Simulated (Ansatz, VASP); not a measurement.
## HfC: VASP beside Ansatz

```
CELL_PARAMETERS angstrom
0.00000 2.32569 2.32569
2.32569 0.00000 2.32569
2.32569 2.32569 0.00000
ATOMIC_POSITIONS crystal
Hf 0.00000 0.00000 0.00000
C 0.50000 0.50000 0.50000
```

Alike in both runs: functional PBE; k mesh 20 × 20 × 20; occupations gaussian, width 0.1 eV; no spin polarisation.

Ansatz relaxed the structure, and its values are those at the end. VASP's run is a single point on that final structure, the one shown.

|  | VASP | Ansatz |
| --- | --- | --- |
| version | VASP 6.6.1 | Ansatz 0.2.0 |
| potentials or method | VASP PAW PBE potentials, release 64 (Hf_pv, C) | scalar-relativistic, plane waves, PAW |
| plane-wave cutoff (eV) | 520 | 420 |
| valence electrons in the cell | 14 | 30 |

|  | VASP | Ansatz | Ansatz less VASP |
| --- | --- | --- | --- |
| gap on the k mesh at the Fermi level (eV) | none | none | - |
| pressure (GPa) | -0.7 | 0.0 | +0.67 |

A gap of «none» marks a metal or a gap that the smearing closes. The two sets of potentials don't hold the same shells in valence.

Spin-orbit coupling is left out, which matters for the levels of Hf.
